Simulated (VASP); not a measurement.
# ZnS (Wurtzite-4H) (P6_3mc) in VASP: further runs, part 2 of 2

VASP 6.6.1. Earlier steps stand in the parts before.

### 3 Single point, r2SCAN

This run uses another cell than the first one, of 19.01 Å³/atom, 1.021 times its volume.

POSCAR reads:

```
ZnS
1.0
    3.7710355586      0.0000000000      0.0000000000
   -1.8855177793      3.2658125923      0.0000000000
    0.0000000000      0.0000000000     12.3507900682
Zn S
4 4
Direct
    0.6666666667      0.3333333333      0.7500000000
    0.3333333333      0.6666666667      0.2500000000
    0.0000000000      0.0000000000      0.5000000000
    0.0000000000      0.0000000000      0.0000000000
    0.6666666667      0.3333333333      0.9375000000
    0.3333333333      0.6666666667      0.4375000000
    0.0000000000      0.0000000000      0.6875000000
    0.0000000000      0.0000000000      0.1875000000
```

INCAR.step1 reads:

```
  PREC = Accurate
  ENCUT = 520
  ISMEAR = -1
  SIGMA = 0.05
  LREAL = False
  LASPH = True
  NELM = 100
  NBANDS = 46
  GGA = PE
  ALGO = Normal
  EDIFF = 1E-4
  LWAVE = True
  LCHARG = False
```

INCAR.step2 reads:

```
  PREC = Accurate
  ENCUT = 520
  EDIFF = 1E-6
  ISMEAR = -1
  SIGMA = 0.05
  LREAL = False
  LASPH = True
  NELM = 100
  ALGO = Normal
  ISIF = 2
  LWAVE = False
  LCHARG = False
  METAGGA = R2SCAN
  LMIXTAU = True
  NBANDS = 46
  ISTART = 1
```

KPOINTS reads:

```
regular mesh
0
Gamma
  8 8 3
```

Potentials or basis: VASP PAW PBE potentials, release 64 (Zn, S).

The run is started by

```sh
$ cat potpaw_PBE.64/Zn/POTCAR potpaw_PBE.64/S/POTCAR > POTCAR
$ cp INCAR.step1 INCAR
$ mpirun -np 1 vasp_std > vasp.out
$ cp INCAR.step2 INCAR
$ mpirun -np 1 vasp_std > vasp.out
```

OUTCAR:

```text
PREC = Accurate
   ENCUT = 520
   EDIFF = 1E-6
   ISMEAR = -1
   LREAL = False
   LASPH = True
   NELM = 100
   ISIF = 2
   METAGGA = R2SCAN
   ISTART = 1

 ion  position               nearest neighbor table
   1  0.667  0.333  0.750-   7 2.31   7 2.31   7 2.31   5 2.32
   2  0.333  0.667  0.250-   8 2.31   8 2.31   8 2.31   6 2.32
   3  0.000  0.000  0.500-   6 2.31   6 2.31   6 2.31   7 2.32
   4  0.000  0.000  0.000-   5 2.31   5 2.31   5 2.31   8 2.32
   5  0.667  0.333  0.938-   4 2.31   4 2.31   4 2.31   1 2.32
   6  0.333  0.667  0.438-   3 2.31   3 2.31   3 2.31   2 2.32
   7  0.000  0.000  0.688-   1 2.31   1 2.31   1 2.31   3 2.32
[... 1188 lines left out ...]
  Total        2.3591904      2.3591904      2.2508482      0.0000000      0.0000000      0.0000000
  in kB       24.8500322     24.8500322     23.7088319      0.0000000      0.0000000      0.0000000
  external PRESSURE =      24.4696321 kB  Pullay stress =       0.0000000 kB

 VOLUME and BASIS-vectors are now :
 -----------------------------------------------------------------------------
  energy-cutoff  :      520.00
  volume of cell :      152.11
      direct lattice vectors                 reciprocal lattice vectors
     3.771035559  0.000000000  0.000000000     0.265179149  0.153101253  0.000000000
    -1.885517779  3.265812592  0.000000000     0.000000000  0.306202506  0.000000000
     0.000000000  0.000000000 12.350790068     0.000000000  0.000000000  0.080966480

 POSITION                                       TOTAL-FORCE (eV/Angst)
 -----------------------------------------------------------------------------------
      1.88552      1.08860      9.26309        -0.000000     -0.000000      0.003513
     -0.00000      2.17721      3.08770         0.000000      0.000000      0.003513
      0.00000      0.00000      6.17540        -0.000000     -0.000000      0.046018
      0.00000      0.00000      0.00000         0.000000      0.000000      0.046018
      1.88552      1.08860     11.57887        -0.000000      0.000000      0.007137
     -0.00000      2.17721      5.40347        -0.000000      0.000000      0.007137
      0.00000      0.00000      8.49117        -0.000000      0.000000     -0.056669
      0.00000      0.00000      2.31577        -0.000000      0.000000     -0.056669
 -----------------------------------------------------------------------------------
    total drift:                               -0.000001     -0.000002      0.024683

  FREE ENERGIE OF THE ION-ELECTRON SYSTEM (eV)
  ---------------------------------------------------
  free  energy   TOTEN  =       -75.4235328730 eV

  energy  without entropy=      -75.4235328729  energy(sigma->0) =      -75.42353287
```

Run time: 8.3 min. Hardware: 1 thread of Intel Xeon 6975P-C, shared host; peak memory 0.35 GiB.

What came out:

- Free energy: -75.4235 eV
- Pressure: 2.4 GPa
- Largest force: 0.057 eV/Å
- Band gap on the k mesh: 2.89 eV, direct

Forces on the atoms (eV/Å):
```
Zn   0.000  0.000  0.004
Zn   0.000  0.000  0.004
Zn   0.000  0.000  0.046
Zn   0.000  0.000  0.046
S    0.000  0.000  0.007
S    0.000  0.000  0.007
S    0.000  0.000 -0.057
S    0.000  0.000 -0.057
```

Stress tensor (GPa, compression positive):
```
2.49 0.00 0.00
0.00 2.49 0.00
0.00 0.00 2.37
```

Levels at points of the mesh, in eV from the valence-band top:
| k point | band 34 | band 35 | band 36 | band 37 | band 38 | band 39 |
| --- | --- | --- | --- | --- | --- | --- |
| (0.00, 0.00, 0.00) | -0.04 | 0.00 | 0.00 | 2.89 | 3.78 | 4.04 |
| (0.50, 0.00, 0.00) | -1.71 | -1.21 | -0.96 | 3.71 | 3.76 | 4.18 |

Caveat: the PAW data sets were made with another functional, which shifts forces and pressure a little.

### 4 Against experiment

Step 3. Measured gap of ZnS: 3.911 eV (direct; 4 K; a printed reference work, monograph). This calculation gives 2.89 eV (-1.02 eV). The value is that of r2SCAN on a finite k mesh, which can miss the band edges, without temperature or zero-point motion.
